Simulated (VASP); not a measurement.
# Bi (Im-3m) in VASP: further runs, part 2 of 2

VASP 6.6.1. The steps go on from the part before.

## 4. Optical spectrum, TB-mBJ, collinear spin, ferromagnetic start

This run uses another cell than the first one: it holds 2 atoms, not 1.

The input, Bi.cif:

```cif
data_Bi
_cell_length_a 3.96286106
_cell_length_b 3.96286106
_cell_length_c 3.96286106
_cell_angle_alpha 90.00000000
_cell_angle_beta 90.00000000
_cell_angle_gamma 90.00000000
_space_group_name_H-M_alt 'Im-3m'
_space_group_name_Hall '-I 4 2 3'
_space_group_IT_number 229
loop_
_space_group_symop_operation_xyz
'x,y,z'
'-x,-y,-z'
'-y,x,z'
'y,-x,-z'
'-x,-y,z'
'x,y,-z'
'y,-x,z'
'-y,x,-z'
'x,-y,-z'
'-x,y,z'
'-y,-x,-z'
'y,x,z'
'-x,y,-z'
'x,-y,z'
'y,x,-z'
'-y,-x,z'
'z,x,y'
'-z,-x,-y'
'z,-y,x'
'-z,y,-x'
'z,-x,-y'
'-z,x,y'
'z,y,-x'
'-z,-y,x'
'-z,x,-y'
'z,-x,y'
'-z,-y,-x'
'z,y,x'
'-z,-x,y'
'z,x,-y'
'-z,y,x'
'z,-y,-x'
'y,z,x'
'-y,-z,-x'
'x,z,-y'
'-x,-z,y'
'-y,z,-x'
'y,-z,x'
'-x,z,y'
'x,-z,-y'
'-y,-z,x'
'y,z,-x'
'-x,-z,-y'
'x,z,y'
'y,-z,-x'
'-y,z,x'
'x,-z,y'
'-x,z,-y'
'x+1/2,y+1/2,z+1/2'
'-x+1/2,-y+1/2,-z+1/2'
'-y+1/2,x+1/2,z+1/2'
'y+1/2,-x+1/2,-z+1/2'
'-x+1/2,-y+1/2,z+1/2'
'x+1/2,y+1/2,-z+1/2'
'y+1/2,-x+1/2,z+1/2'
'-y+1/2,x+1/2,-z+1/2'
'x+1/2,-y+1/2,-z+1/2'
'-x+1/2,y+1/2,z+1/2'
'-y+1/2,-x+1/2,-z+1/2'
'y+1/2,x+1/2,z+1/2'
'-x+1/2,y+1/2,-z+1/2'
'x+1/2,-y+1/2,z+1/2'
'y+1/2,x+1/2,-z+1/2'
'-y+1/2,-x+1/2,z+1/2'
'z+1/2,x+1/2,y+1/2'
'-z+1/2,-x+1/2,-y+1/2'
'z+1/2,-y+1/2,x+1/2'
'-z+1/2,y+1/2,-x+1/2'
'z+1/2,-x+1/2,-y+1/2'
'-z+1/2,x+1/2,y+1/2'
'z+1/2,y+1/2,-x+1/2'
'-z+1/2,-y+1/2,x+1/2'
'-z+1/2,x+1/2,-y+1/2'
'z+1/2,-x+1/2,y+1/2'
'-z+1/2,-y+1/2,-x+1/2'
'z+1/2,y+1/2,x+1/2'
'-z+1/2,-x+1/2,y+1/2'
'z+1/2,x+1/2,-y+1/2'
'-z+1/2,y+1/2,x+1/2'
'z+1/2,-y+1/2,-x+1/2'
'y+1/2,z+1/2,x+1/2'
'-y+1/2,-z+1/2,-x+1/2'
'x+1/2,z+1/2,-y+1/2'
'-x+1/2,-z+1/2,y+1/2'
'-y+1/2,z+1/2,-x+1/2'
'y+1/2,-z+1/2,x+1/2'
'-x+1/2,z+1/2,y+1/2'
'x+1/2,-z+1/2,-y+1/2'
'-y+1/2,-z+1/2,x+1/2'
'y+1/2,z+1/2,-x+1/2'
'-x+1/2,-z+1/2,-y+1/2'
'x+1/2,z+1/2,y+1/2'
'y+1/2,-z+1/2,-x+1/2'
'-y+1/2,z+1/2,x+1/2'
'x+1/2,-z+1/2,y+1/2'
'-x+1/2,z+1/2,-y+1/2'
loop_
_atom_site_label
_atom_site_type_symbol
_atom_site_symmetry_multiplicity
_atom_site_Wyckoff_symbol
_atom_site_fract_x
_atom_site_fract_y
_atom_site_fract_z
_atom_site_occupancy
Bi1 Bi 2 a 0.0000000000 0.0000000000 0.0000000000 1
```

The input, POSCAR:

```
Bi
 1.0000000000000000
     3.9628610599999998    0.0000000000000000    0.0000000000000000
     0.0000000000000000    3.9628610599999998    0.0000000000000000
     0.0000000000000000    0.0000000000000000    3.9628610599999998
 Bi 
   2
Cartesian
  0.0000000000000000  0.0000000000000000  0.0000000000000000
  1.9814305299999999  1.9814305299999999  1.9814305299999999
```

The input, INCAR.step1:

```
PREC = Accurate
ENCUT = 600
EDIFF = 1E-5
ISMEAR = 1
SIGMA = 0.1
LREAL = False
LASPH = True
NELM = 100
ALGO = Normal
ISIF = 2
LWAVE = True
LCHARG = False
ISPIN = 2
MAGMOM = 0.5 0.5
LORBIT = 11
NBANDS = 65
GGA = PE
```

The input, INCAR.step2:

```
PREC = Accurate
ENCUT = 600
EDIFF = 1E-6
ISMEAR = 1
SIGMA = 0.1
LREAL = False
LASPH = True
NELM = 100
ALGO = Normal
ISIF = 2
LWAVE = False
LCHARG = False
ISPIN = 2
MAGMOM = 0.5 0.5
LORBIT = 11
METAGGA = MBJ
LOPTICS = True
NBANDS = 65
NEDOS = 2000
CSHIFT = 0.05
ISTART = 1
```

The input, KPOINTS:

```
Automatic mesh
0
Gamma
  7 7 7
```

Potentials or basis: VASP PAW PBE potentials, release 64 (Bi_d_GW).

Launch:

```console
> ase convert -i cif -o vasp Bi.cif POSCAR
> cat potpaw_PBE.64/Bi_d_GW/POTCAR > POTCAR
> cp INCAR.step1 INCAR
> mpirun -np 1 vasp_std > vasp.out
> cp INCAR.step2 INCAR
> mpirun -np 1 vasp_std > vasp.out
```

OUTCAR:

```text
PREC = Accurate
   ENCUT = 600
   EDIFF = 1E-6
   ISMEAR = 1
   LREAL = False
   LASPH = True
   NELM = 100
   ISIF = 2
   ISPIN = 2
   LORBIT = 11
   METAGGA = MBJ
   ISTART = 1

 ion  position               nearest neighbor table
   1  0.000  0.000  0.000-
   2  0.500  0.500  0.500-

  LATTYP: Found a simple cubic cell.
 ALAT       =     3.9628610600

  Lattice vectors:

 A1 = (   3.9628610600,   0.0000000000,   0.0000000000)
 A2 = (   0.0000000000,   3.9628610600,   0.0000000000)
 A3 = (   0.0000000000,   0.0000000000,   3.9628610600)

[... 1653 lines left out ...]
     0.00000    26.75144    26.75144    26.75144    -0.00000    -0.00000     0.00000
     2.33210    12.50721    12.50721    12.50721    -0.00000    -0.00000     0.00000
     4.66420     0.19623     0.19623     0.19623    -0.00000    -0.00000    -0.00000
     6.99630    -0.36473    -0.36473    -0.36473     0.00000     0.00000     0.00000
     9.32841     0.11499     0.11499     0.11499    -0.00000     0.00000    -0.00000
    11.66051     0.86431     0.86431     0.86431     0.00000     0.00000     0.00000
[... 92 lines left out ...]
   228.54595     0.98712     0.98712     0.98712     0.00000     0.00000     0.00000
   230.87805     0.98739     0.98739     0.98739     0.00000     0.00000     0.00000

  frequency dependent IMAGINARY DIELECTRIC FUNCTION (independent particle, no local field effects) current-current
     E(ev)      X         Y         Z        XY        YZ        ZX
  --------------------------------------------------------------------------------------------------------------
     0.00000     0.00000     0.00000     0.00000    -0.00000    -0.00000     0.00000
     2.33210    -1.76190    -1.76190    -1.76190    -0.00000    -0.00000     0.00000
     4.66420     1.94849     1.94849     1.94849     0.00000     0.00000    -0.00000
     6.99630     0.06666     0.06666     0.06666     0.00000     0.00000     0.00000
     9.32841     0.61020     0.61020     0.61020     0.00000    -0.00000     0.00000
    11.66051     2.19777     2.19777     2.19777    -0.00000    -0.00000     0.00000
[... 92 lines left out ...]
   228.54595     0.00000     0.00000     0.00000     0.00000     0.00000     0.00000
   230.87805     0.00000     0.00000     0.00000     0.00000     0.00000     0.00000

  frequency dependent      REAL DIELECTRIC FUNCTION (independent particle, no local field effects) current-current
     E(ev)        X           Y           Z          XY          YZ          ZX
  --------------------------------------------------------------------------------------------------------------
     0.00000    26.83074    26.83074    26.83074    -0.00000     0.00000    -0.00000
     2.33210    12.52383    12.52383    12.52383     0.00000     0.00000    -0.00000
     4.66420     0.14389     0.14389     0.14389     0.00000    -0.00000     0.00000
     6.99630    -0.36708    -0.36708    -0.36708     0.00000     0.00000     0.00000
     9.32841     0.10778     0.10778     0.10778     0.00000     0.00000    -0.00000
    11.66051     0.84442     0.84442     0.84442    -0.00000    -0.00000     0.00000
[... 92 lines left out ...]
   228.54595     0.98712     0.98712     0.98712    -0.00000    -0.00000     0.00000
   230.87805     0.98739     0.98739     0.98739    -0.00000    -0.00000     0.00000

 total charge

# of ion       s       p       d       f       tot
--------------------------------------------------
    1        3.394   1.257   9.937   0.010  14.599
    2        3.394   1.257   9.937   0.010  14.599
--------------------------------------------------
tot          6.789   2.514  19.874   0.021  29.197

 magnetization (x)

# of ion       s       p       d       f       tot
--------------------------------------------------
    1        0.000  -0.000   0.000   0.000  -0.000
    2        0.000  -0.000   0.000   0.000  -0.000
--------------------------------------------------
tot          0.000  -0.000   0.000   0.000  -0.000
```

OUTCAR.step1:

```text
PREC = Accurate
   ENCUT = 600
   EDIFF = 1E-5
   ISMEAR = 1
   LREAL = False
   LASPH = True
   NELM = 100
   ISIF = 2
[... 1557 lines left out ...]
 total charge

# of ion       s       p       d       f       tot
--------------------------------------------------
    1        3.570   1.240   9.931   0.010  14.751
    2        3.570   1.240   9.931   0.010  14.751
--------------------------------------------------
tot          7.141   2.480  19.861   0.021  29.503

 magnetization (x)

# of ion       s       p       d       f       tot
--------------------------------------------------
    1       -0.000  -0.000  -0.000  -0.000  -0.000
    2       -0.000  -0.000  -0.000  -0.000  -0.000
--------------------------------------------------
tot         -0.000  -0.000  -0.000  -0.000  -0.000
```

OSZICAR.step1:

```text
N       E                     dE             d eps       ncg     rms          rms(c)
DAV:   1     0.496703472735E+03    0.49670E+03   -0.14792E+04  8795   0.107E+03
DAV:   2     0.478306894096E+02   -0.44887E+03   -0.40428E+03  7921   0.457E+02
DAV:   3    -0.478958494192E+01   -0.52620E+02   -0.51849E+02  7536   0.985E+01
DAV:   4    -0.738782638645E+01   -0.25982E+01   -0.25954E+01  8256   0.234E+01
DAV:   5    -0.744790094718E+01   -0.60075E-01   -0.60067E-01  7959   0.372E+00    0.550E+00
DAV:   6    -0.749650419302E+01   -0.48603E-01   -0.15167E-02  8376   0.107E+00    0.293E+00
DAV:   7    -0.749971829453E+01   -0.32141E-02   -0.29770E-03  8000   0.522E-01    0.172E+00
DAV:   8    -0.750027039805E+01   -0.55210E-03   -0.18968E-03  8240   0.279E-01    0.228E-01
DAV:   9    -0.750007657752E+01    0.19382E-03   -0.21504E-04  8231   0.119E-01    0.513E-02
DAV:  10    -0.750004001564E+01    0.36562E-04   -0.41192E-05  7592   0.671E-02    0.215E-02
DAV:  11    -0.750003524234E+01    0.47733E-05   -0.76773E-06  5424   0.257E-02
   1 F= -.75000352E+01 E0= -.75002878E+01  d E =0.757758E-03  mag=     0.0001
```

Run time: 2.5 min. Hardware: 1 thread of Intel Xeon 6975P-C (Granite Rapids), shared host; peak memory 0.4 GiB.

Results:

| Property | Result |
| --- | --- |
| Band gap on the k mesh | none (metal or under the smearing width) |
| Net moment | 0.00 μB per cell |
| Valence electrons inside the program's atomic spheres | Bi 14.60 |

Levels at points of the mesh, in eV from the Fermi level:
Spin up:
```csv
k point,band 13,band 14,band 15,band 16,band 17,band 18,band 19,band 20,band 21,band 22
"(0.00, 0.00, 0.00)",-13.67,-8.52,-1.93,-1.93,-1.93,3.56,3.56,4.98,4.98,4.98
```
Spin down:
| k point | band 13 | band 14 | band 15 | band 16 | band 17 | band 18 | band 19 | band 20 | band 21 | band 22 |
| --- | --- | --- | --- | --- | --- | --- | --- | --- | --- | --- |
| (0.00, 0.00, 0.00) | -13.67 | -8.52 | -1.93 | -1.93 | -1.93 | 3.56 | 3.56 | 4.98 | 4.98 | 4.98 |

Dielectric function (mean over the directions given):
```tsv
energy (eV)	real part	imaginary part
0.35	28.19	0.01
0.82	49.91	-2.13
1.28	9.83	73.83
1.75	-20.65	16.09
2.33	12.51	-1.50
2.80	-2.98	6.25
3.26	-1.55	-0.40
3.85	-8.02	5.82
4.31	-4.03	1.99
4.78	0.31	3.94
5.36	-2.84	5.41
5.83	0.19	4.25
6.30	-3.17	1.35
6.88	-0.90	0.68
7.35	-0.02	1.59
7.81	-0.46	1.57
8.28	-0.97	0.90
8.86	-0.04	-0.02
9.33	0.12	0.60
9.79	0.56	0.70
10.38	0.81	0.20
10.84	1.10	1.10
11.31	0.13	2.07
11.89	0.02	0.14
12.36	0.75	1.39
12.83	0.39	0.39
13.41	0.26	1.11
13.88	0.31	0.36
14.34	0.23	0.37
14.81	0.40	0.60
15.39	0.52	0.36
15.86	0.49	0.11
16.32	0.65	0.25
16.91	0.55	0.30
17.37	0.59	0.14
17.84	0.78	0.15
18.42	0.80	0.12
18.89	0.82	0.13
19.36	0.93	0.14
19.94	0.89	0.29
```

Caveat: spectra need much finer meshes, so this one isn't converged; independent-particle spectra lack excitons; the intraband (Drude) part of a metal's response may be missing; the PAW data sets were made with another functional, which shifts forces and pressure a little; spin-orbit coupling is left out, which moves the levels of the heavy elements.

## 5. For comparison

An earlier run on the cell as given: functional PBEsol; potentials or basis VASP PAW PBE potentials, release 64 (Bi_d); cutoff 520 eV; k mesh 9 × 9 × 9; occupations fermi-dirac, width 0.05 eV; no spin polarisation.

* Pressure: -2.0 GPa
* Band gap on the k mesh: none (metal or under the smearing width)

## 6. Summary

| task | level | potentials or basis | spin | k mesh | cutoff (eV) | smearing | ladder | gap on the mesh (eV) |
| --- | --- | --- | --- | --- | --- | --- | --- | --- |
| equation of state | PW91+D3(BJ) | VASP PAW PBE potentials, release 64 (Bi_d) | off | 9 × 9 × 9 | 520 | gaussian 0.01 eV | - | - |
| optical spectrum | TB-mBJ | VASP PAW PBE potentials, release 64 (Bi_d_GW) | collinear, ferromagnetic start | 7 × 7 × 7 | 600 | methfessel-paxton 0.1 eV | - | none |
| single point | PBEsol | VASP PAW PBE potentials, release 64 (Bi_d) | off | 9 × 9 × 9 | 520 | fermi-dirac 0.05 eV | free | none |

Alike in all rows: cell as given.

Caveats: the PAW data sets were made with another functional, which shifts forces and pressure a little; spin-orbit coupling is left out, which moves the levels of the heavy elements; spectra need much finer meshes, so this one isn't converged (some runs); independent-particle spectra lack excitons (some runs); the intraband (Drude) part of a metal's response may be missing (some runs).

Total energies depend on the potentials used, so only differences within one code and one set of settings carry meaning.
